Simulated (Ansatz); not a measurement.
## Equation of state of BaO from a dense series

```
CELL_PARAMETERS angstrom
0.00000 2.75000 2.75000
2.75000 0.00000 2.75000
2.75000 2.75000 0.00000
ATOMIC_POSITIONS crystal
Ba 0.00000 0.00000 0.00000
O 0.50000 0.50000 0.50000
```

Atom numbers follow the list: Ba1, O2.

The cell is COD entry 5910030, as deposited and not checked against the literature; nothing was relaxed. It differs from other determinations.

Spin–orbit coupling is left out, though it moves levels of the heavy atoms by tenths of an eV or more.

Computed with DFT, PBE, all-electron LAPW, scalar-relativistic in Ansatz 0.2.0.

Settings: a Γ-centred 8×8×8 k mesh, Fermi–Dirac smearing of 0.02 eV, basis error target 0.5 meV/atom, no spin polarisation.

The cell is scaled evenly. Fractional coordinates are held (clamped ions).

```json
{"V (Å³/atom)": "19.549", "P (GPa)": "8.89"}
{"V (Å³/atom)": "19.559", "P (GPa)": "8.83"}
{"V (Å³/atom)": "19.965", "P (GPa)": "6.72"}
{"V (Å³/atom)": "20.173", "P (GPa)": "5.72"}
{"V (Å³/atom)": "20.381", "P (GPa)": "4.78"}
{"V (Å³/atom)": "20.589", "P (GPa)": "3.88"}
{"V (Å³/atom)": "20.797", "P (GPa)": "3.03"}
{"V (Å³/atom)": "21.005", "P (GPa)": "2.23"}
{"V (Å³/atom)": "21.213", "P (GPa)": "1.46"}
{"V (Å³/atom)": "21.421", "P (GPa)": "0.74"}
{"V (Å³/atom)": "22.045", "P (GPa)": "-1.21"}
```

Fit a third-order Birch–Murnaghan curve to the pressures.

P = (3B0/2)(y^(7/2) − y^(5/2))[1 + (3/4)(B0′ − 4)(y − 1)] with y = (V0/V)^(2/3) fits within 0.01 GPa for V0 = 21.646 Å³/atom, B0 = 69.2 GPa and B0′ = 4.54.

Predict the pressure at the withheld volume, 21.629 Å³/atom.

There y = 1.0005, so the fit gives 0.06 GPa; the run gave 0.05 GPa.
